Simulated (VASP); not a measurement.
# BN (P6_3/mmc) in VASP: further runs

One crystal, BN, is run at these levels: PBE+D3(BJ); tasks: relaxation of cell and atoms, vibrations by finite differences.

All numbers are computed with VASP 6.6.1; they aren't measurements. Logs are shortened: lines on timing, memory, paths and dates and some standing lists are left out, and cuts for length are marked.

## 1. The crystal as given

Symmetry: P6_3/mmc, No. 194, hexagonal system. Conventional cell: a = 2.498 Å, b = 2.498 Å, c = 6.636 Å, α = 90.00°, β = 90.00°, γ = 120.00°. B (site symmetry -6m2) is surrounded by 3 N at 1.44 Å. N (site symmetry -6m2) is surrounded by 3 B at 1.44 Å.

## 2. Relaxation of cell and atoms, PBE+D3(BJ)

INCAR

```
SYSTEM = BN
PREC = Accurate ; ENCUT = 520
EDIFF = 1E-7 ; ISMEAR = 0
SIGMA = 0.02 ; LREAL = .False.
LASPH = .True. ; NELM = 80
ALGO = Normal ; ISIF = 3
LWAVE = .False. ; LCHARG = .False.
GGA = PE ; IVDW = 12
IBRION = 2 ; NSW = 80
EDIFFG = -0.15 ; KPAR = 4
```

KPOINTS

```
regular mesh
0
Gamma
  15 15 6
  0 0 0
```

POSCAR

```
BN
1.0
    2.4982400000      0.0000000000      0.0000000000
   -1.2491200000      2.1635393000      0.0000000000
    0.0000000000      0.0000000000      6.6357000000
B N
2 2
Direct
    0.3333333300      0.6666666700      0.2500000000
    0.6666666700      0.3333333300      0.7500000000
    0.3333333300      0.6666666700      0.7500000000
    0.6666666700      0.3333333300      0.2500000000
```

Potentials or basis: VASP PAW PBE potentials, release 64 (B, N).

Run with:

```sh
cat potpaw_PBE.64/B/POTCAR potpaw_PBE.64/N/POTCAR > POTCAR
mpirun -np 4 vasp_std > vasp.out
```

OUTCAR:

```text
SYSTEM = BN
   PREC = Accurate
   ENCUT = 520
   EDIFF = 1E-7
   ISMEAR = 0
   LREAL = .False.
   LASPH = .True.
   NELM = 80
   ISIF = 3
   GGA = PE
   IVDW = 12
   IBRION = 2
   NSW = 80
   EDIFFG = -0.15
 IVDW          = 12

 ion  position               nearest neighbor table
   1  0.333  0.667  0.250-   4 1.44   4 1.44   4 1.44
   2  0.667  0.333  0.750-   3 1.44   3 1.44   3 1.44
   3  0.333  0.667  0.750-   2 1.44   2 1.44   2 1.44
   4  0.667  0.333  0.250-   1 1.44   1 1.44   1 1.44

  LATTYP: Found a hexagonal cell.
 ALAT       =     2.4982400000
 C/A-ratio  =     2.6561499296

  Lattice vectors:

 A1 = (   2.4982400000,   0.0000000000,   0.0000000000)
 A2 = (  -1.2491200000,   2.1635393000,   0.0000000000)
 A3 = (   0.0000000000,   0.0000000000,   6.6357000000)

Analysis of symmetry for initial positions (statically):
=====================================================================
 Subroutine PRICEL returns:
 Original cell was already a primitive cell.

 Routine SETGRP: Setting up the symmetry group for a
 hexagonal supercell.

 Subroutine GETGRP returns: Found 24 space group operations
 (whereof 12 operations were pure point group operations)
 out of a pool of 24 trial point group operations.

The static configuration has the point symmetry D_3d.
 The point group associated with its full space group is D_6h.

Analysis of symmetry for dynamics (positions and initial velocities):
=====================================================================
 Subroutine PRICEL returns:
 Original cell was already a primitive cell.

 Routine SETGRP: Setting up the symmetry group for a
 hexagonal supercell.

 Subroutine GETGRP returns: Found 24 space group operations
 (whereof 12 operations were pure point group operations)
 out of a pool of 24 trial point group operations.

The dynamic configuration has the point symmetry D_3d.
 The point group associated with its full space group is D_6h.

 Subroutine INISYM returns: Found 24 space group operations
 (whereof 12 operations are pure point group operations),
 and found     1 'primitive' translations

----------------------------------------------------------------------------------------

                                     Primitive cell

  volume of cell :      35.8662

  direct lattice vectors                    reciprocal lattice vectors
     2.498240000  0.000000000  0.000000000     0.400281798  0.231102805  0.000000000
    -1.249120000  2.163539300  0.000000000     0.000000000  0.462205609  0.000000000
     0.000000000  0.000000000  6.635700000     0.000000000  0.000000000  0.150700002

  length of vectors
     2.498240000  2.498239996  6.635700000     0.462205608  0.462205609  0.150700002

[... 83 lines left out ...]
   NELM   =     80;   NELMIN=  2; NELMDL= -5     # of ELM steps
   EDIFF  = 0.1E-06   stopping-criterion for ELM
   LREAL  =      F    real-space projection
   EDIFFG = -.1E+00   stopping-criterion for IOM
   NSW    =     80    number of steps for IOM
   IBRION =      2    ionic relax: 0-MD 1-quasi-New 2-CG
   NFREE  =      1    steps in history (QN), initial steepest desc. (CG)
   ISIF   =      3    stress and relaxation
   ISYM   =      2    0-nonsym 1-usesym 2-fastsym
   POTIM  = 0.5000    time-step for ionic-motion
   TEBEG  =    0.0;   TEEND  =   0.0 temperature during run
   PSTRESS=    0.0 pullay stress
   NELECT =      16.0000    total number of electrons
   NUPDOWN=      -1.0000    fix difference up-down
   EMIN   =  10.00;   EMAX   =-10.00  energy-range for DOS
   EFERMI =   0.00;   METHOD = LEGACY
   ISMEAR =     0;   SIGMA  =   0.02  broadening in eV -4-tet -1-fermi 0-gaus
   EFERMI_NEDOS =   21; number of points for ismear=-14 and -15
   IALGO  =     38    algorithm
   IMIX   =      4    mixing-type and parameters
     AMIX     =   0.40;   BMIX     =  1.00
     AMIX_MAG =   1.60;   BMIX_MAG =  1.00
  volume/ion in A,a.u.               =       8.97        60.51
  Fermi-wavevector in a.u.,A,eV,Ry     =   1.250891  2.363842 21.289433  1.564729
  Thomas-Fermi vector in A             =   2.384864
   LORBIT       =      0    0 simple, 1 ext, 2 COOP (PROOUT), +10 PAW based schemes
   GGA     = PE    functional components
   LHFCALC =     F    Hartree Fock is set to
   AEXX    =    0.0000 exact exchange contribution
   IVDW    =    12    specifies the selected vdW correction
   LEPSILON=     F    determine dielectric tensor
   LRPA    =     F    only Hartree local field effects (RPA)
 conjugate gradient relaxation of ions
 non-spin polarized calculation
 Gauss-broadening in eV      SIGMA  =   0.02
  energy-cutoff  :      520.00
  volume of cell :       35.87
 maximum number of plane-waves:       985
 NGX is ok and might be reduce to    20
   NGX =  9   NGY =  9   NGZ = 25

--------------------------------------- Ionic step        1  -------------------------------------------

 number of electron      15.9999997 magnetization

 Free energy of the ion-electron system (eV)
  ---------------------------------------------------
  ext. energy  EPLUGINS =         0.00000000
  ---------------------------------------------------
  free energy    TOTEN  =       -35.14691838 eV

  energy without entropy =      -35.14691838  energy(sigma->0) =      -35.14691838

------------------------ aborting loop because EDIFF is reached ----------------------------------------

 Edisp (eV)   -0.56768

 E8    (eV) :    -0.1663
[... 75 lines left out ...]
--------------------------------------- Ionic step        3  -------------------------------------------

 number of electron      15.9999998 magnetization

 Free energy of the ion-electron system (eV)
  ---------------------------------------------------
  ext. energy  EPLUGINS =         0.00000000
  ---------------------------------------------------
  free energy    TOTEN  =       -35.15357452 eV

  energy without entropy =      -35.15357452  energy(sigma->0) =      -35.15357452

 E-fermi :   2.4633     XC(G=0): -10.0690

 val. band max:        2.2954902504   @ k =   0.3333   0.2667   0.0000
 cond. band min:       6.5795623593   @ k =   0.4667   0.0667   0.0000
 fundamental gap:      4.2840721089
 Fermi energy:         2.4633394806

 k-point     1 :       0.0000    0.0000    0.0000
  band No.  band energies     occupation
      1     -15.5131      2.00000
      2     -15.2163      2.00000
      3      -3.9346      2.00000
      4      -1.7970      2.00000
      5       0.9311      2.00000
      6       0.9311      2.00000
      7       0.9689      2.00000
      8       0.9689      2.00000
      9       7.5327      0.00000
     10      12.5818      0.00000
     11      13.7849      0.00000
     12      13.7849      0.00000
[... 331 lines left out ...]
 k-point    24 :       0.4000    0.2000    0.0000
  band No.  band energies     occupation
      1     -11.9838      2.00000
      2     -11.9274      2.00000
      3      -6.1786      2.00000
      4      -6.0921      2.00000
      5      -3.6675      2.00000
      6      -3.5908      2.00000
      7       1.4374      2.00000
      8       2.1876      2.00000
      9       6.8469      0.00000
     10       7.6350      0.00000
     11      13.9926      0.00000
     12      14.3019      0.00000

 [... further k-points ...]

------------------------ aborting loop because EDIFF is reached ----------------------------------------

 Edisp (eV)   -0.56391

 E8    (eV) :    -0.1652
[... 27 lines left out ...]
  FREE ENERGIE OF THE ION-ELECTRON SYSTEM (eV)
  ---------------------------------------------------
  free  energy   TOTEN  =       -35.7174834532 eV

  energy  without entropy=      -35.7174834532  energy(sigma->0) =      -35.71748345

 reached required accuracy - stopping structural energy minimisation
```

Wall time 20 s (4 MPI ranks of Intel Xeon Platinum 8488C (Sapphire Rapids), shared host); peak memory 0.18 GiB.

Results:

- Free energy: -35.7175 eV
- Relaxed volume: 9.03 Å³/atom
- Relaxed cell: a = 2.507 Å, b = 2.507 Å, c = 6.634 Å, α = 90.00°, β = 90.00°, γ = 120.00°
- Space group after relaxing (to 0.05 Å): P6_3/mmc (No. 194)
- Energy gained by relaxing: 0.7 meV/atom
- Ionic steps: 3
- Pressure after relaxing: -0.1 GPa
- Band gap on the k mesh: 4.28 eV, indirect (least direct gap 4.63 eV)
- Dispersion energy per atom: -0.141 eV

Step by step:
```tsv
step	energy change (eV)	largest force (eV/Å)	pressure (GPa)	volume (Å³)
1	0.0000	0.0000	2.42	35.87
2	0.0077	0.0000	-4.69	36.57
3	-0.0029	0.0000	-0.09	36.11
```

Final structure:
```
B N
1.0
     2.50691    0.00000    0.00000
    -1.25345    2.17104    0.00000
     0.00000    0.00000    6.63417
B N
2 2
Direct
  0.33333 0.66667 0.25000
  0.66667 0.33333 0.75000
  0.33333 0.66667 0.75000
  0.66667 0.33333 0.25000
```

Caveat: an odd mesh through Γ misses points on the zone boundary, where band edges often lie; the relaxation stopped at a loose force limit of 0.15 eV/Å, so its end isn't a converged minimum. A hybrid or GW would open this gap; PBE tends to underestimate it.

## 3. Relaxation of cell and atoms, PBE+D3(BJ)

This run uses another cell than the first one, of 9.03 Å³/atom, 1.007 times its volume.

INCAR is that of step 2.

KPOINTS is that of step 2.

POSCAR

```
BN                                      
1.0
    2.5069051471      0.0000000000      0.0000000000
   -1.2534525735      2.1710435374      0.0000000000
    0.0000000000      0.0000000000      6.6341715354
  B               N             
     2     2
Direct
     0.3333333300000021    0.6666666699999979    0.2500000000000000
     0.6666666699999979    0.3333333300000021    0.7500000000000000
     0.3333333300000021    0.6666666699999979    0.7500000000000000
     0.6666666699999979    0.3333333300000021    0.2500000000000000
```

Potentials or basis: VASP PAW PBE potentials, release 64 (B, N).

Run with:

```sh
cat potpaw_PBE.64/B/POTCAR potpaw_PBE.64/N/POTCAR > POTCAR
mpirun -np 4 vasp_std > vasp.out
```

It took 9.5 s on 4 MPI ranks of Intel Xeon Platinum 8488C (Sapphire Rapids), shared host; peak memory 0.18 GiB.

The run converged. Its results:

```
Free energy                : -35.7177 eV
Pressure after relaxing    : -0.1 GPa
Band gap on the k mesh     : 4.28 eV, indirect (least direct gap 4.63 eV)
Dispersion energy per atom : -0.141 eV
```

Stress tensor (GPa, compression positive):
```
-0.02  0.00  0.00
 0.00 -0.02  0.00
 0.00  0.00 -0.23
```

Final structure:
```cif
data_structure
_symmetry_space_group_name_H-M 'P 1'
_symmetry_Int_Tables_number 1
_cell_length_a 2.5069
_cell_length_b 2.5069
_cell_length_c 6.6342
_cell_angle_alpha 90.000
_cell_angle_beta 90.000
_cell_angle_gamma 120.000
_cell_volume 36.11
loop_
_atom_site_label
_atom_site_type_symbol
_atom_site_fract_x
_atom_site_fract_y
_atom_site_fract_z
_atom_site_occupancy
B1 B 0.33333 0.66667 0.25000 1
B2 B 0.66667 0.33333 0.75000 1
N1 N 0.33333 0.66667 0.75000 1
N2 N 0.66667 0.33333 0.25000 1
```

Levels at points of the mesh, in eV from the valence-band top:
```csv
k point,band 6,band 7,band 8,band 9,band 10,band 11
"(0.00, 0.00, 0.00)",-1.36,-1.33,-1.33,5.24,10.29,11.49
"(0.00, 0.00, 0.50)",-1.35,-1.35,-1.35,7.60,7.60,11.55
```

Caveat: the relaxation stopped at its first step, so nothing moved; an odd mesh through Γ misses points on the zone boundary, where band edges often lie; the relaxation stopped at a loose force limit of 0.15 eV/Å, so its end isn't a converged minimum. As with any semilocal functional, this PBE gap is likely too small.

## 4. Vibrations by finite differences, PBE+D3(BJ)

This run uses another cell than the first one, of 9.03 Å³/atom, 1.007 times its volume.

INCAR

```
ALGO = Normal ; EDIFF = 1E-8
ENCUT = 520 ; GGA = PE
IBRION = 6 ; ISIF = 2
ISMEAR = 0 ; IVDW = 12
KPAR = 4 ; LASPH = True
LCHARG = False ; LREAL = False
LWAVE = False ; NELM = 80
NFREE = 2 ; NSW = 1
POTIM = 0.015 ; PREC = Accurate
SIGMA = 0.02
```

KPOINTS

```
k-points
0
Gamma
  15 15 6
```

POSCAR is that of step 3.

Run with:

```sh
cat potpaw_PBE.64/B/POTCAR potpaw_PBE.64/N/POTCAR > POTCAR
mpirun -np 4 vasp_std > vasp.out
```

Wall time 1.9 min (4 MPI ranks of Intel Xeon Platinum 8488C (Sapphire Rapids), shared host); peak memory 0.4 GiB.

The run converged. Its results:

| Quantity | Value |
| --- | --- |
| Highest phonon frequency at Γ, LO-TO splitting left out | 1351 cm⁻¹ |
| Dispersion energy per atom | -0.141 eV |

Phonon frequencies in cm⁻¹ (negative: imaginary):
```csv
q point,frequencies
"(0.000, 0.000, 0.000)",0 0 0 45 45 117 745 797 1351 1351 1351 1351
```
